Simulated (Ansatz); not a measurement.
Point defect: Cu vacancy in Cu$_{2}$O

Method: Ansatz, DFT PBE, scalar-relativistic, plane waves, PAW. Settings: 420 eV cutoff, 1×1×1 k-mesh, Gaussian smearing of 0.02 eV, collinear spin.

Host crystal, relaxed:

```cif
data_structure
_symmetry_space_group_name_H-M 'P 1'
_symmetry_Int_Tables_number 1
_cell_length_a 4.2982
_cell_length_b 4.2982
_cell_length_c 4.2982
_cell_angle_alpha 90.000
_cell_angle_beta 90.000
_cell_angle_gamma 90.000
_cell_volume 79.41
loop_
_atom_site_label
_atom_site_type_symbol
_atom_site_fract_x
_atom_site_fract_y
_atom_site_fract_z
_atom_site_occupancy
Cu1 Cu 0.25000 0.25000 0.75000 1
Cu2 Cu 0.75000 0.25000 0.25000 1
Cu3 Cu 0.25000 0.75000 0.25000 1
Cu4 Cu 0.75000 0.75000 0.75000 1
O1 O 0.50000 0.50000 0.50000 1
O2 O 0.00000 0.00000 0.00000 1
```

Supercell of 42 atoms, rows in host cell vectors: 1 1 -1; 0 1 2; 1 -2 0. Atoms relax at the host's cell from a start displaced at random by 0.06 Å near the defect, so other minima may exist. The cell is small, so energies carry finite-size errors of tenths of an eV. The zone centre alone is far too coarse a mesh for this cell, so the numbers show that error and aren't the defect's converged properties. The host's Kohn–Sham gap is 0.48 eV.

Starting moments were lost in some runs.

Defect: Cu vacancy, charge 0.

Command:

```bash
ansatz run input.yaml --threads 4 --pin off --max-ram 8192MiB --backend cpu --events-out ev --progress --plain --runs-dir out
```

The input:

```yaml
crystal:
  lattice:
    - [4.2982238188, 4.2982238188, -4.2982238188]
    - [0.0, 4.2982238188, 8.5964476376]
    - [4.2982238188, -8.5964476376, 0.0]
  atoms:
    - { symbol: Cu, position: [0.3928571429, 0.5714285714, 0.8571428571] }
    - { symbol: Cu, position: [0.25, 1.0, 0.0] }
    - { symbol: Cu, position: [0.6785714286, 0.7142857143, 0.5714285714] }
    - { symbol: Cu, position: [0.5357142857, 0.1428571429, 0.7142857143] }
    - { symbol: Cu, position: [0.9642857143, 0.8571428571, 0.2857142857] }
    - { symbol: Cu, position: [0.8214285714, 0.2857142857, 0.4285714286] }
    - { symbol: Cu, position: [0.4642857143, 0.3571428571, 0.2857142857] }
    - { symbol: Cu, position: [0.75, 0.5, 0.0] }
    - { symbol: Cu, position: [0.6071428571, 0.9285714286, 0.1428571429] }
    - { symbol: Cu, position: [0.0357142857, 0.6428571429, 0.7142857143] }
    - { symbol: Cu, position: [0.8928571429, 0.0714285714, 0.8571428571] }
    - { symbol: Cu, position: [0.3214285714, 0.7857142857, 0.4285714286] }
    - { symbol: Cu, position: [0.1785714286, 0.2142857143, 0.5714285714] }
    - { symbol: Cu, position: [0.3214285714, 0.2857142857, 0.9285714286] }
    - { symbol: Cu, position: [0.6071428571, 0.4285714286, 0.6428571429] }
    - { symbol: Cu, position: [0.4642857143, 0.8571428571, 0.7857142857] }
    - { symbol: Cu, position: [0.8928571429, 0.5714285714, 0.3571428571] }
    - { symbol: Cu, position: [0.75, 1.0, 0.5] }
    - { symbol: Cu, position: [0.1785714286, 0.7142857143, 0.0714285714] }
    - { symbol: Cu, position: [0.0357142857, 0.1428571429, 0.2142857143] }
    - { symbol: Cu, position: [0.5357142857, 0.6428571429, 0.2142857143] }
    - { symbol: Cu, position: [0.8214285714, 0.7857142857, 0.9285714286] }
    - { symbol: Cu, position: [0.6785714286, 0.2142857143, 0.0714285714] }
    - { symbol: Cu, position: [0.1071428571, 0.9285714286, 0.6428571429] }
    - { symbol: Cu, position: [0.9642857143, 0.3571428571, 0.7857142857] }
    - { symbol: Cu, position: [0.3928571429, 0.0714285714, 0.3571428571] }
    - { symbol: Cu, position: [0.25, 0.5, 0.5] }
    - { symbol: O, position: [0.3365824465, 0.4160603155, 0.1263792046], spin: 0.5 }
    - { symbol: O, position: [0.6428571429, 0.5714285714, 0.8571428571] }
    - { symbol: O, position: [0.5, 1.0, 1.0] }
    - { symbol: O, position: [0.9285714286, 0.7142857143, 0.5714285714] }
    - { symbol: O, position: [0.7857142857, 0.1428571429, 0.7142857143] }
    - { symbol: O, position: [0.2142857143, 0.8571428571, 0.2857142857] }
    - { symbol: O, position: [0.0714285714, 0.2857142857, 0.4285714286] }
    - { symbol: O, position: [0.7142857143, 0.8571428571, 0.2857142857] }
    - { symbol: O, position: [0.0, 0.0, 0.0] }
    - { symbol: O, position: [0.8709231103, 0.4320794712, 0.1534979736], spin: 0.5 }
    - { symbol: O, position: [0.2857142857, 0.1428571429, 0.7142857143] }
    - { symbol: O, position: [0.1428571429, 0.5714285714, 0.8571428571] }
    - { symbol: O, position: [0.5714285714, 0.2857142857, 0.4285714286] }
    - { symbol: O, position: [0.4285714286, 0.7142857143, 0.5714285714] }
  host:
    lattice:
      - [4.2982238188, 0.0, 0.0]
      - [0.0, 4.2982238188, 0.0]
      - [0.0, 0.0, 4.2982238188]
    atoms:
      - { symbol: Cu, position: [0.25, 0.25, 0.75] }
      - { symbol: Cu, position: [0.75, 0.25, 0.25] }
      - { symbol: Cu, position: [0.25, 0.75, 0.25] }
      - { symbol: Cu, position: [0.75, 0.75, 0.75] }
      - { symbol: O, position: [0.5, 0.5, 0.5] }
      - { symbol: O, position: [0.0, 0.0, 0.0] }
basis:
  ecutwfc: 420
  xc_grid: 2
kpoints:
  mp_grid: { grid: [1, 1, 1], shift: [0.0, 0.0, 0.0] }
hamiltonian:
  xc: pbe
scf:
  occupations: { method: gaussian, width: 0.02 }
output:
  forces: true
  stress: false
  eigenvalues: true
  populations: true
  charged_corrections:
    defect_position: [0.10714286, 0.42857143, 0.14285714]
    epsilon: [[9.7515, 0.0, 0.0], [0.0, 9.7515, 0.0], [0.0, 0.0, 9.7515]]
magnetization:
  spin_polarized: true
relax:
  adjacent_minimum: "off"
  f_tol: 0.025
  max_steps: 45
```

From the output:

```
Warning: RAYON_NUM_THREADS=4 ignored (pool sized by the plan → 4); use --threads N
Crystal: 41 atoms, lattice volume = 555.860 Å³
Basis set: ecut = 420 eV, 10839 PW (Γ), exchange–correlation on 100×144×144 points (8 copies of the dense FFT grid, shifted against one another)
Bands: 359, of which v1, the nominal top of the filled ones, is band 299 counted from 1 (298 counted from 0)
Symmetry: 1 space group operations
Space group: P1 (ITA 1), of the structure as read, at distance tolerance 8.2e-5 Å
k-points: 1
relax step   1: F+E_penalty+E_count = -186803.53612939 eV  Δ(F+E_penalty+E_count) = +0.000e0 eV  max|allowed force component| = 1.929e0 eV/Å  Δτ_max = 0.0000 Å
relax step   2: F+E_penalty+E_count = -186803.73152948 eV  Δ(F+E_penalty+E_count) = -1.954e-1 eV  max|allowed force component| = 1.391e0 eV/Å  Δτ_max = 0.0385 Å
relax step   3: F+E_penalty+E_count = -186803.87679216 eV  Δ(F+E_penalty+E_count) = -1.453e-1 eV  max|allowed force component| = 4.291e-1 eV/Å  Δτ_max = 0.0978 Å
relax step   4: F+E_penalty+E_count = -186803.89525785 eV  Δ(F+E_penalty+E_count) = -1.847e-2 eV  max|allowed force component| = 1.035e-2 eV/Å  Δτ_max = 0.0331 Å
relax step   5: F+E_penalty+E_count = -186803.89526480 eV  Δ(F+E_penalty+E_count) = -6.950e-6 eV  max|allowed force component| = 1.043e-2 eV/Å  Δτ_max = 0.0000 Å
SCF converged after 7 iterations
Free energy (F): -186803.895265 eV
E sigma→0 (E₀):  -186803.889331 eV
Fermi energy:    10.053152 eV
```

The relaxation gained 0.36 eV in 5 steps. The run took 92 s on 4 threads of Intel(R) Xeon(R) Processor @ 2.70GHz, on a shared host, peak memory 1.5 GiB.